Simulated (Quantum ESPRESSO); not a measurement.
The system is Si2Ni.

```
Ni Si
1.0
     0.00000    2.70300    2.70300
     2.70300    0.00000    2.70300
     2.70300    2.70300    0.00000
Ni Si
1 2
Direct
  0.00000 0.00000 0.00000
  0.75000 0.75000 0.75000
  0.25000 0.25000 0.25000
```

```yaml
Program: Quantum ESPRESSO 7.5
Task: Wannier functions
Functional: LDA
Potentials_or_basis: GBRV 1.5 LDA
Cutoff: 612 eV
Density_cutoff: 4898 eV
k_mesh: 7 × 7 × 7
Occupations: fermi-dirac, width 0.05 eV
Spin: collinear spin, ferromagnetic start
Starting_moments: "[1.0, 0.0, 0.0] μB"
Form_of_the_LDA_correlation: PZ81
Mixing_beta: 0.3
Most_SCF_iterations: 120
SCF_threshold: 6e-10 Ry
k_mesh_for_the_Wannier_functions: 5 × 5 × 5
```

Start: SCDM with an erfc weight, μ = 3.0 eV over the reference level, σ = 2.0 eV, one function for each orbital of the shells Ni spd, Si sp; the lowest 4 bands are left out. The reference level is the Fermi level, or the middle of the gap.

**Question.** With SCDM with an erfc weight, how many functions result, how localised are they, and how well do they interpolate the bands?

**Answer.** 34 functions with spreads from 0.43 to 9.98 Å², 86.8 Å² in all; they miss the direct bands by 58 meV (root mean square).

Spin up: Wannier functions:
```
function  nearest atom  distance (Å)  spread (Å²)  on-site energy from the reference level (eV)
       1          1 Ni          0.01         0.43                                         -2.83
       2          1 Ni          0.01         0.46                                         -2.73
       3          1 Ni          0.01         0.47                                         -2.68
       4          1 Ni          0.01         0.48                                         -2.69
       5          1 Ni          0.01         0.49                                         -2.65
       6          3 Si          0.99         3.03                                          1.02
       7          2 Si          0.87         3.34                                          2.08
       8          3 Si          0.91         2.71                                          0.34
       9          3 Si          0.64         2.66                                          0.29
      10          3 Si          0.91         2.78                                          0.38
      11          2 Si          0.96         2.94                                          0.69
      12          2 Si          0.92         3.29                                          1.50
      13          2 Si          0.98         2.89                                          0.29
      14          3 Si          0.82         2.44                                          0.42
      15          2 Si          0.85         2.46                                          0.32
      16          2 Si          0.84         2.83                                          1.33
      17          3 Si          1.29         9.74                                          8.57
```
Spin down: Wannier functions:
```
function  nearest atom  distance (Å)  spread (Å²)  on-site energy from the reference level (eV)
       1          1 Ni          0.00         0.43                                         -2.85
       2          1 Ni          0.00         0.46                                         -2.69
       3          1 Ni          0.00         0.47                                         -2.67
       4          1 Ni          0.01         0.48                                         -2.68
       5          1 Ni          0.01         0.49                                         -2.64
       6          3 Si          0.89         2.70                                          0.49
       7          2 Si          0.47         2.44                                          0.38
       8          3 Si          0.90         2.90                                          0.62
       9          2 Si          0.81         2.13                                         -1.02
      10          2 Si          0.84         2.14                                         -1.02
      11          3 Si          0.97         3.39                                          1.73
      12          3 Si          0.99         3.78                                          2.47
      13          2 Si          0.89         2.43                                         -0.13
      14          2 Si          0.77         4.14                                          3.72
      15          3 Si          0.84         2.28                                         -0.04
      16          3 Si          0.89         2.75                                          1.05
      17          3 Si          1.34         9.98                                          8.94
```

Parts of the spread (Å²): spin up: invariant 24.39, diagonal 1.268, off-diagonal 17.79, total 43.45; spin down: invariant 24.42, diagonal 1.375, off-diagonal 17.58, total 43.38. Against the direct bands the interpolation misses by 58 meV (root mean square) and 369 meV at most, for states up to 1 eV over the reference level.

Caveat: the k mesh is coarse.
